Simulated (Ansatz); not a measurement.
**From the elastic tensor of InP to moduli and sound speeds**

The calculation used Ansatz, DFT LDA, scalar-relativistic, plane waves, PAW. Plane waves to 420 eV; Γ-centred k mesh 8×8×8; fixed occupations. No spin polarisation.

It takes space group F-43m (No. 216, cubic). Conventional cell: a = 5.826 Å, b = 5.826 Å, c = 5.826 Å, α = 90.00°, β = 90.00°, γ = 90.00°. In (site symmetry -43m) has 4 P at 2.52 Å as nearest neighbours. P (site symmetry -43m) has 4 In at 2.52 Å as nearest neighbours.

The cell is the ideal cubic zincblende prototype.

Relaxed-ion constants (GPa, on the Cartesian axes of the calculation):
```
100.8  56.7  56.7   0.0   0.0   0.0
 56.7 100.8  56.7   0.0   0.0   0.0
 56.7  56.7 100.8   0.0   0.0   0.0
  0.0   0.0   0.0  45.5   0.0   0.0
  0.0   0.0   0.0   0.0  45.5   0.0
  0.0   0.0   0.0   0.0   0.0  45.5
```

Density 4.896 g/cm³; 2 atoms in 49.45 Å³.

The values that follow are for a polycrystal of randomly turned grains, by Hill's mean where one number stands.

With S = C⁻¹: B_V = (C11+C22+C33+2(C12+C13+C23))/9, G_V = (C11+C22+C33−C12−C13−C23+3(C44+C55+C66))/15, 1/B_R = S11+S22+S33+2(S12+S13+S23), 15/G_R = 4(S11+S22+S33−S12−S13−S23)+3(S44+S55+S66); Hill is their mean. Then v_l = √((B+4G/3)/ρ), v_t = √(G/ρ), v_m = [(2/v_t³+1/v_l³)/3]^(−1/3) and Θ = (ħ/k_B)·v_m·(6π²n/V)^(1/3) for n atoms in the volume V; E = 9BG/(3B+G), ν = (3B−2G)/(2(3B+G)) and A^U = 5G_V/G_R + B_V/B_R − 6.

| Item | Value |
| --- | --- |
| Bulk modulus, Voigt / Reuss / Hill | 71.4 / 71.4 / 71.4 GPa |
| Shear modulus, Voigt / Reuss / Hill | 36.1 / 31.9 / 34.0 GPa |
| Young's modulus | 88 GPa |
| Poisson ratio | 0.294 |
| Pugh ratio B/G | 2.10 |
| Universal anisotropy index | 0.66 |
| Longitudinal and transverse sound speeds | 4883 and 2636 m/s |
| Debye temperature from the mean sound speed | 301 K |

Cost: 1 run of about 1.5 core-minutes, on Oxide Virtual Turin-like Processor (Zen 5) (shared hosts).

The cubic constants satisfy the Born criteria, so this zincblende cell is stable against small homogeneous strains. It resists compression much more than shear, and its shear response is clearly anisotropic: C44, at 45.5 GPa, lies well above the tetragonal shear stiffness (C11−C12)/2. This is characteristic of a tetrahedral network. Tetragonal shear changes bond angles while leaving bond lengths unchanged to first order, so only the weak bond-bending forces oppose it. The C44 strain also stretches bonds, although the internal shift of the two sublattices relieves part of that cost. The partly ionic In–P bond probably softens the angular forces further compared with a purely covalent network.

The Pugh ratio of 2.10 would conventionally suggest ductility, yet InP is brittle at room temperature. That criterion was drawn from metals and misses the high barrier to dislocation glide through directional bonds. The Debye temperature describes the long-wavelength acoustic limit, and so doesn't fix the heat capacity once optical modes are thermally populated.
